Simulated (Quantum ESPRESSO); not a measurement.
Runs of Quantum ESPRESSO 7.5 on CO2. It takes space group Cmce (No. 64, orthorhombic). The conventional cell has a = 5.272 Å, b = 4.775 Å, c = 6.587 Å, α = 90.00°, β = 90.00°, γ = 90.00°. O (site symmetry m) is surrounded by 1 C at 1.17 Å. C (site symmetry 2/m) is surrounded by 2 O at 1.17 Å. The cell comes from a database or a generator and needn't be the stable form of this composition.

```tsv
task	level	potentials or basis	form of the LDA correlation	gap on the mesh (eV)	pressure (GPa)	V0 of scaled cells (Å³/atom)	B0 (GPa)	largest force (eV/Å)
band structure	PBEsol	GBRV 1.5 PBEsol	-	6.57	1.6	-	-	0.20
equation of state	PBEsol	GBRV 1.5 PBEsol	-	-	-	(b)	127	-
equation of state	LDA	GBRV 1.5 LDA	PZ81	-	-	13.61	(a)	-
band structure	LDA	GBRV 1.5 LDA	PZ81	6.34	-2.2	-	-	0.32
```

Alike in all rows: no spin polarisation; cell as given; k mesh 8 × 8 × 4; cutoff (eV) 612; smearing fermi-dirac 0.05 eV.

Problem. Fill in the values left out.

Solution. (a) 135; (b) 14.00.

Caveats: the cell was scaled at fixed shape and fractional positions, which overstates the stiffness of a crystal with free parameters, most of all of layers and chains (some runs).

A k mesh can miss the band edges.

Not every run made on this cell is shown here.
